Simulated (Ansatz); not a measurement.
# Bi (Im-3m) in Ansatz: a series of runs

One crystal, Bi, is run at these levels: PBE, PBEsol; tasks: single point, relaxation of cell and atoms.

Everything below comes from runs of Ansatz 0.2.0. Logs are shortened: lines on timing, memory, paths and dates and some standing lists are left out, and cuts for length are marked.

## (1) Starting point

Symmetry: Im-3m, No. 229, cubic system. Conventional cell: a = 3.963 Å, b = 3.963 Å, c = 3.963 Å, α = 90.00°, β = 90.00°, γ = 90.00°. Around Bi (site symmetry m-3m) lie 8 Bi at 3.43 Å.

This isn't the form of Bi at room conditions, which is rhombohedral.

## (2) Single point, PBE

input.yaml

```yaml
crystal:
  lattice:
    - [-1.9814305318, 1.9814305318, 1.9814305318]
    - [1.9814305318, -1.9814305318, 1.9814305318]
    - [1.9814305318, 1.9814305318, -1.9814305318]
  atoms:
    - { symbol: Bi, position: [0.0, 0.0, 0.0] }
hamiltonian:
  xc: pbe
  pseudopotentials: { kind: paw }
kpoints:
  mp_grid: { grid: [9, 9, 9] }
scf:
  occupations: { method: fermi_dirac, width: 0.05 }
output:
  forces: true
  stress: true
  eigenvalues: true
```

Potentials or basis: Ansatz PAW.

Run with:

```console
$ ansatz run input.yaml --threads 2 --pin off --max-ram 5632MiB --backend cpu --events-out ev --progress --plain --runs-dir out
```

The program printed:

```text
Warning: RAYON_NUM_THREADS=2 ignored (pool sized by the plan → 2); use --threads N
Engine: ansatz 0.2.0, x86_64-unknown-linux-gnu
Pseudopotentials: kind: paw
Pseudopotential: Bi, paw, valence charge 15, recommended cutoff 420 eV (normal), Bi.paw.azcp
Functional definition: PBE
  parameter kappa = 0.804
  parameter beta = 0.06672455060314922
  exchange = pbe_x(kappa = kappa, mu = beta*pi^2/3)
  correlation = pbe_c(beta = beta)
Crystal: 1 atoms, lattice volume = 31.117 Å³
Basis set: ecut = 420 eV, 603 PW (Γ), exchange–correlation on 48×48×48 points (8 copies of the dense FFT grid, shifted against one another)
Bands: 12, of which v1, the nominal top of the filled ones, is band 8 counted from 1 (7 counted from 0)
Symmetry: 48 space group operations
Space group: Im-3m (ITA 229), of the structure as read, at distance tolerance 3.1e-5 Å
k-points: 35 of 729
Non-local potential: Bi, projectors of the file, l = 0: 2, l = 1: 2, l = 2: 2, l = 3: 2
PAW form: soft (Blöchl's): semilocal exchange-correlation on the pseudo side does not see the compensation charge
PAW one-centre angular grid: Bi, 590 points (default); XC on 64 Gauss nodes
Initial density: superposition of atomic densities (neutral atoms: chi_scale 0, normalization atom), corrected by the library's trained network
Initial wavefunctions: pseudopotential atomic-orbital guess
Functional: x = pbe(κ = 0.804, μ = 0.2195149727645171), c = pbe(β = 0.06672455060314922)
SCF iter   1: F=—  HF=-12396.433723 eV  |F-HF|=—  |Δ(HF+E_count)|=         —  Δρ=8.11e-4  dr2=1.75e-4  ethr=1.77e-3  ⟨swp⟩=5.8  Hψ=2467  notcnv=0
preconditioner: auto → Kerker (q_TF=auto, 2.416 Å⁻¹)  [metal: Δε(μ)=0.211 eV  Ē_g=24.147 eV  σ=0.050 eV  W_gap=0.49  n_scr=12 (ndim 8)  ℏωp=25.8 eV  f_vac=0.000  D(μ)=0.54/eV (n_scr^D=0)]
SCF iter   2: F=—  HF=-12396.433170 eV  |F-HF|=—  |Δ(HF+E_count)|=   5.52e-4  Δρ=4.29e-4  dr2=2.94e-5  ethr=1.17e-6  ⟨swp⟩=2.6  Hψ=1040  notcnv=0
SCF iter   3: F=—  HF=-12396.433227 eV  |F-HF|=—  |Δ(HF+E_count)|=   5.62e-5  Δρ=2.31e-4  dr2=1.12e-5  ethr=1.96e-7  ⟨swp⟩=1.2  Hψ=435  notcnv=0
SCF iter   4: F=—  HF=-12396.433234 eV  |F-HF|=—  |Δ(HF+E_count)|=   7.33e-6  Δρ=4.59e-5  dr2=5.08e-7  ethr=7.44e-8  ⟨swp⟩=2.0  Hψ=480  notcnv=0
iter 5 did not close the SCF: its close was put off for the readings that it lacked (scf_convergence_deferred on its scf_iter line)
SCF iter   5: F=-12396.433234 eV  HF=-12396.433234 eV  |F-HF|=4.83e-9  |Δ(HF+E_count)|=   9.61e-8  Δρ=6.59e-6  dr2=1.02e-8  ethr=3.39e-9  ⟨swp⟩=2.3  Hψ=631  notcnv=0
SCF iter   6: F=-12396.433234 eV  HF=-12396.433234 eV  |F-HF|=2.02e-10  |Δ(HF+E_count)|=   8.27e-9  Δρ=1.04e-6  dr2=1.62e-10  ethr=6.82e-11  ⟨swp⟩=4.4  Hψ=1907  notcnv=0
SCF 1 converged in 6 iterations: F = -12396.433234 eV  dr2 = 1.62e-10
SCF converged after 6 iterations
Free energy (F): -12396.433234 eV
Harris-Foulkes:  -12396.433234 eV  (|F-HF|=2.02e-10)
Internal energy: -12396.429127 eV  (E = F + TS)
E sigma→0 (E₀):  -12396.431180 eV
Entropy (-TS):   -0.004107 eV (-4.107 meV/atom)
Fermi energy:    11.777755 eV
--- Per-component energies (eV) ---
  E_band       = -82.068815
  E_kinetic    = 302.059791
  E_local      = -1398.874675  (includes V_loc(G=0)·N_el)
  E_nonlocal   = 559.895185
  E_hartree    = 442.602832
  E_xc         = -151.426856
  E_vxc        = -144.417860  (∫ρ·V_xc dr)
  E_paw        = -10663.019126  (= ΣΔE_a)
  E_vpaw       = -285.936762  (= ΣTr[D̂ρ^β])
  E_aug_tail   = -0.000435  (compensation charges beyond the density's cutoff)
  E_ewald      = -1487.665842
  E_smearing   = -0.004107  (= −TS)
  E_closure    = 0.000000  (closes the sum)
  Σ components = -12396.433234   (vs F -12396.433234, Δ=0.00e0)
--- Forces (eV/Å), atoms counted from 1 ---
  atom   1  Bi    -0.00000000     0.00000000    -0.00000000
  max |Σ_I F_I| component: 2.96e-31 eV/Å
--- Stress (GPa, compression-positive) ---
        0.865413       0.000000       0.000000
        0.000000       0.865413      -0.000000
       -0.000000      -0.000000       0.865413
  P = ⅓ Tr σ = 0.8654 GPa (8.654 kbar)
--- Band table (eV; the first three rows and the last of 35) ---
  k-point 0: bands = ["-11.2890", "-11.2890", "-11.2890", "-11.1604", "-11.1604", "-1.7574", "16.8758", "16.8758", "16.8758", "20.9041", "22.2122", "22.2122"]
  k-point 1: bands = ["-11.2936", "-11.2811", "-11.2647", "-11.1658", "-11.1614", "-1.5325", "14.8667", "16.2332", "16.6738", "20.5547", "21.3040", "21.9602"]
  k-point 2: bands = ["-11.3053", "-11.2653", "-11.2027", "-11.1758", "-11.1637", "-0.8746", "11.7459", "15.0176", "16.1543", "19.1108", "20.3296", "22.1231"]
  k-point 34: bands = ["-11.2954", "-11.2910", "-11.1041", "-11.1041", "-11.1024", "3.2089", "9.7766", "10.0862", "10.0862", "15.3717", "15.9857", "26.7627"]
```

Wall time 0.33 s (2 threads of Intel Xeon 6975P-C (Granite Rapids), shared host); peak memory 0.3 GiB.

Results:

```yaml
Free_energy: -12396.4332 eV
Pressure: 0.9 GPa
Band_gap_on_the_k_mesh: none (metal or under the smearing width)
```

Caveat: spin-orbit coupling is left out, which moves the levels of the heavy elements.

## (3) Relaxation of cell and atoms, PBEsol

input.yaml: that of step 2 with these lines changed.

```diff
@@ -8,3 +8,3 @@
 hamiltonian:
-  xc: pbe
+  xc: pbesol
   pseudopotentials: { kind: paw }
@@ -18 +18,5 @@
   eigenvalues: true
+relax:
+  f_tol: 0.01
+  max_steps: 40
+  cell: { stress_tol: 0.05 }
```

Potentials or basis: Ansatz PAW.

Run with:

```console
$ ansatz run input.yaml --threads 2 --pin off --max-ram 5632MiB --backend cpu --events-out ev --progress --plain --runs-dir out
```

Run time: 1.3 s. Hardware: 2 threads of Intel Xeon 6975P-C (Granite Rapids), shared host; peak memory 0.32 GiB.

Results (log left out):

| Quantity | Value |
| --- | --- |
| Free energy | -12241.9323 eV |
| Relaxed volume | 30.05 Å³/atom |
| Relaxed cell | a = 3.392 Å, b = 3.392 Å, c = 3.392 Å, α = 109.47°, β = 109.47°, γ = 109.47° |
| Space group after relaxing (to 0.05 Å) | Im-3m (No. 229) |
| Energy gained by relaxing | 6.8 meV/atom |
| Ionic steps | 4 |
| Pressure after relaxing | 0.0 GPa |
| Band gap on the k mesh | none (metal or under the smearing width) |

Step by step:
```tsv
step	energy change (eV)	largest force (eV/Å)	volume (Å³)
1	0.0000	0.0000	31.12
2	-0.0066	0.0000	29.75
3	-0.0070	0.0000	30.05
4	-0.0068	0.0000	30.05
```

Final structure:
```
Bi
1.0
    -1.95859    1.95859    1.95859
     1.95859   -1.95859    1.95859
     1.95859    1.95859   -1.95859
Bi
1
Direct
  0.00000 0.00000 0.00000
```

Levels at points of the mesh, in eV from the Fermi level:
```csv
k point,band 3,band 4,band 5,band 6,band 7,band 8,band 9,band 10,band 11,band 12
"(0.00, 0.00, 0.00)",-23.06,-22.91,-22.91,-13.84,5.31,5.31,5.31,9.51,10.38,10.38
```

Caveat: the plane-wave basis is chosen anew once the cell has moved, so the energies of steps on either side of that aren't comparable; spin-orbit coupling is left out, which moves the levels of the heavy elements; the PAW data sets come from PBE, with cores solved anew for the run's functional, which leaves a small shift of forces and pressure.

## (4) Relaxation of cell and atoms, PBEsol, target pressure 2 GPa, at which the enthalpy is minimised

input.yaml: that of step 3 with these lines changed.

```diff
@@ -21,2 +21,2 @@
   max_steps: 40
-  cell: { stress_tol: 0.05 }
+  cell: { stress_tol: 0.05, p_target: 2.0 }
```

Run with:

```console
$ ansatz run input.yaml --threads 2 --pin off --max-ram 5632MiB --backend cpu --events-out ev --progress --plain --runs-dir out
```

Run time: 1.4 s. Hardware: 2 threads of Intel Xeon 6975P-C (Granite Rapids), shared host; peak memory 0.32 GiB.

Results (log left out):

| Item | Value |
| --- | --- |
| Free energy | -12241.9266 eV |
| Relaxed volume | 29.10 Å³/atom |
| Relaxed cell | a = 3.356 Å, b = 3.356 Å, c = 3.356 Å, α = 109.47°, β = 109.47°, γ = 109.47° |
| Space group after relaxing (to 0.05 Å) | Im-3m (No. 229) |
| Energy change on relaxing (the enthalpy is what falls) | -1.1 meV/atom |
| Ionic steps | 5 |
| Pressure after relaxing | 2.0 GPa |
| Band gap on the k mesh | none (metal or under the smearing width) |

The path:
```tsv
step	energy change (eV)	largest force (eV/Å)	volume (Å³)
1	0.0000	0.0000	31.12
2	0.0105	0.0000	28.41
3	-0.0022	0.0000	29.16
4	-0.0015	0.0000	29.10
5	-0.0011	0.0000	29.10
```

Final structure:
```xyz
1
Lattice="-1.9377 1.9377 1.9377 1.9377 -1.9377 1.9377 1.9377 1.9377 -1.9377" Properties=species:S:1:pos:R:3 pbc="T T T"
Bi    0.0000    0.0000    0.0000
```

Levels at points of the mesh, in eV from the Fermi level:
```tsv
k point	band 5	band 6	band 7	band 8	band 9	band 10
(0.00, 0.00, 0.00)	-22.97	-14.12	5.51	5.51	5.51	9.91
```

Caveat: the plane-wave basis is chosen anew once the cell has moved, so the energies of steps on either side of that aren't comparable; spin-orbit coupling is left out, which moves the levels of the heavy elements; the PAW data sets come from PBE, with cores solved anew for the run's functional, which leaves a small shift of forces and pressure.

## (5) Relaxation of cell and atoms, PBEsol, target pressure 5 GPa, at which the enthalpy is minimised

input.yaml: that of step 4 with these lines changed.

```diff
@@ -21,2 +21,2 @@
   max_steps: 40
-  cell: { stress_tol: 0.05, p_target: 2.0 }
+  cell: { stress_tol: 0.05, p_target: 5.0 }
```

Potentials or basis: Ansatz PAW.

Run with:

```console
$ ansatz run input.yaml --threads 2 --pin off --max-ram 5632MiB --backend cpu --events-out ev --progress --plain --runs-dir out
```

The program printed:

```text
Warning: RAYON_NUM_THREADS=2 ignored (pool sized by the plan → 2); use --threads N
[... 3 set-up lines as earlier in the session ...]
Functional definition: PBEsol
  exchange = pbesol_x
  correlation = pbesol_c
Crystal: 1 atoms, lattice volume = 31.117 Å³
Basis set: ecut = 420 eV, 603 PW (Γ), exchange–correlation on 48×48×48 points (8 copies of the dense FFT grid, shifted against one another)
Bands: 12, of which v1, the nominal top of the filled ones, is band 8 counted from 1 (7 counted from 0)
[... 2 set-up lines as earlier in the session ...]
k-points: 35 of 729
[... 2 set-up lines as earlier in the session ...]
[... 77 lines left out ...]
  E_smearing   = -0.004964  (= −TS)
  E_closure    = 0.000000  (closes the sum)
  Σ components = -12241.901473   (vs F -12241.901473, Δ=0.00e0)
--- Forces (eV/Å), atoms counted from 1 ---
  atom   1  Bi    -0.00000000     0.00000000     0.00000000
  max |Σ_I F_I| component: 2.14e-31 eV/Å
--- Stress (GPa, compression-positive) ---
        4.951643      -0.000000      -0.000000
       -0.000000       4.951643      -0.000000
       -0.000000       0.000000       4.951643
  P = ⅓ Tr σ = 4.9516 GPa (49.516 kbar)
--- Band table (eV; the first three rows and the last of 35) ---
  k-point 0: bands = ["-9.6364", "-9.6364", "-9.6364", "-9.4514", "-9.4514", "-0.8994", "19.3798", "19.3798", "19.3798", "23.8852", "23.8852", "23.8852"]
  k-point 1: bands = ["-9.6434", "-9.6258", "-9.6020", "-9.4593", "-9.4525", "-0.6429", "17.1350", "18.6055", "19.0965", "22.4765", "23.1710", "23.6972"]
  k-point 2: bands = ["-9.6611", "-9.6057", "-9.5139", "-9.4738", "-9.4553", "0.1158", "13.6089", "17.1784", "18.3827", "21.1099", "22.2663", "24.0289"]
  k-point 34: bands = ["-9.6537", "-9.6471", "-9.3731", "-9.3731", "-9.3704", "5.1646", "11.2193", "11.5262", "11.5262", "16.9387", "17.6260", "28.7752"]
--- Relaxed structure (4 steps of the walk, 4 accepted, 1 SCFs on fresh bases) ---
  F+E_penalty+E_count = -12241.90147262 eV   max|allowed force component| = 0.000e0 eV/Å   (the final SCF, on the basis selected at the relaxed cell)
  cell:  # Å, volume = 27.9267 Å³
    - [-1.9112608109990241, 1.9112608109990241, 1.9112608109990241]
    - [1.9112608109990241, -1.9112608109990241, 1.9112608109990241]
    - [1.9112608109990241, 1.9112608109990241, -1.9112608109990241]
  atoms:
    - { symbol: Bi, position: [0.0, 0.0, 0.0] }
```

It took 1.4 s on 2 threads of Intel Xeon 6975P-C (Granite Rapids), shared host; peak memory 0.32 GiB.

What came out:

- Free energy: -12241.9015 eV
- Relaxed volume: 27.93 Å³/atom
- Relaxed cell: a = 3.310 Å, b = 3.310 Å, c = 3.310 Å, α = 109.47°, β = 109.47°, γ = 109.47°
- Space group after relaxing (to 0.05 Å): Im-3m (No. 229)
- Energy change on relaxing (the enthalpy is what falls): +24.0 meV/atom
- Ionic steps: 5
- Pressure after relaxing: 5.0 GPa
- Band gap on the k mesh: none (metal or under the smearing width)

Step by step:
```csv
step,energy change (eV),largest force (eV/Å),volume (Å³)
1,0.0000,0.0000,31.12
2,0.0709,0.0000,26.78
3,0.0178,0.0000,28.12
4,0.0234,0.0000,27.93
5,0.0240,0.0000,27.93
```

Final structure:
```
Bi
1.0
    -1.91126    1.91126    1.91126
     1.91126   -1.91126    1.91126
     1.91126    1.91126   -1.91126
Bi
1
Direct
  0.00000 0.00000 0.00000
```

Levels at points of the mesh, in eV from the Fermi level:
```tsv
k point	band 5	band 6	band 7	band 8	band 9	band 10
(0.00, 0.00, 0.00)	-23.03	-14.48	5.80	5.80	5.80	10.30
```

Caveat: the plane-wave basis is chosen anew once the cell has moved, so the energies of steps on either side of that aren't comparable; spin-orbit coupling is left out, which moves the levels of the heavy elements; the PAW data sets come from PBE, with cores solved anew for the run's functional, which leaves a small shift of forces and pressure.

## (6) Summary

```tsv
task	level	cell	target pressure (GPa)	gap on the mesh (eV)	pressure (GPa)
single point	PBE	as given	-	none	0.9
relaxation of cell and atoms	PBEsol	relaxed	-	none	0.0
relaxation of cell and atoms	PBEsol	relaxed to 2 GPa	2	none	2.0
relaxation of cell and atoms	PBEsol	relaxed to 5 GPa	5	none	5.0
```

Alike in all rows: potentials or basis Ansatz PAW; no spin polarisation; k mesh 9 × 9 × 9; cutoff (eV) 420; smearing fermi-dirac 0.05 eV.

Caveats: spin-orbit coupling is left out, which moves the levels of the heavy elements; the plane-wave basis is chosen anew once the cell has moved, so the energies of steps on either side of that aren't comparable (some runs); the PAW data sets come from PBE, with cores solved anew for the run's functional, which leaves a small shift of forces and pressure (some runs).

Total energies depend on the potentials used, so only differences within one code and one set of settings carry meaning.
